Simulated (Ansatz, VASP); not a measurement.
# One calculation of GaAs, two programs

```
Ga As
1.0
     0.00000    2.87509    2.87509
     2.87509    0.00000    2.87509
     2.87509    2.87509    0.00000
Ga As
1 1
Direct
  0.00000 0.00000 0.00000
  0.75000 0.75000 0.75000
```

The cell is a database's computed one.

Alike in both runs: task relaxation of cell and atoms; functional r2SCAN; k mesh 8 × 8 × 8; occupations gaussian, width 0.02 eV; no spin polarisation.

|  | VASP | Ansatz |
| --- | --- | --- |
| version | VASP 6.6.1 | Ansatz 0.2.0 |
| potentials or method | VASP PAW PBE potentials, release 64 (Ga_d, As) | scalar-relativistic, plane waves, PAW |
| plane-wave cutoff (eV) | 600 | 500 |
| valence electrons in the cell | 18 | 28 |

Ansatz gave:

- gap on the k mesh at the Fermi level, each at its own relaxed structure (eV): 0.96
- relaxed volume (Å³/atom): 22.74
- relaxed cell length with the largest relative difference (Å): 4.007
- energy change over the relaxation (meV/atom): -10

Question: Which values does VASP return?

Answer: gap on the k mesh at the Fermi level, each at its own relaxed structure (eV): 0.93; relaxed volume (Å³/atom): 22.77; relaxed cell length with the largest relative difference (Å): 4.008; energy change over the relaxation (meV/atom): -9.

The two sets of potentials don't hold the same shells in valence.

Caveats: the PAW data sets were made with another functional, which shifts forces and pressure a little (VASP). A k mesh can miss the band edges. r2SCAN opens gaps a little over a GGA but as a rule still falls short of measured ones.
